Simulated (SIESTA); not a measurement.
Runs of SIESTA 5.4.2 on Ag. Symmetry: Fm-3m, No. 225, cubic system. The conventional cell has a = 4.085 Å, b = 4.085 Å, c = 4.085 Å, α = 90.00°, β = 90.00°, γ = 90.00°. Around Ag (site symmetry m-3m) lie 12 Ag at 2.89 Å. 

```tsv
task	level	potentials or basis	cell	force tolerance	energy shift	gap on the mesh (eV)	pressure (GPa)	V0 of scaled cells (Å³/atom)	B0 (GPa)
band structure	PBE	PseudoDojo 0.4 standard (PBE files), DZP (energy shift 0.003 Ry; two zetas on semicore shells)	as given	-	0.003 Ry	none	4.8	-	-
relaxation of cell and atoms	vdW-DF-C09	PseudoDojo 0.4 standard (PBE files), DZP (energy shift 0.002 Ry)	relaxed	0.01 eV/Å	0.002 Ry	none	0.0	-	-
band structure	BP86	PseudoDojo 0.4 standard (PBE files), DZP (energy shift 0.002 Ry)	as given	-	0.002 Ry	none	5.5	-	-
equation of state	PBEsol	PseudoDojo 0.4 standard (PBEsol files), DZP (energy shift 0.003 Ry; two zetas on semicore shells)	as given	-	0.003 Ry	-	-	(b)	127
equation of state	PBEsol	PseudoDojo 0.4 standard (PBEsol files), DZP (energy shift 0.002 Ry)	as given	-	0.002 Ry	-	-	(a)	120
```

Alike in all rows: no spin polarisation; k mesh 11 × 11 × 11; smearing fermi-dirac 0.05 eV; grid cutoff 800 Ry.

Problem. Fill in the values left out.

Solution. (a) 16.76; (b) 16.67.

Caveats: the basis of atomic orbitals isn't converged, which shifts pressures, moduli and gaps; semicore shells carry a single zeta, which can move pressures by several GPa and volumes by a few percent (some runs); short orbitals over semicore shells can move pressures by several GPa (some runs); the potentials were made for another functional, which shifts forces and pressure (some runs).

A k mesh can miss the band edges, and the runs leave out spin-orbit coupling on Ag.

A gap of «none» marks a metal or a gap under the smearing width.

Not every run made on this cell is shown here.
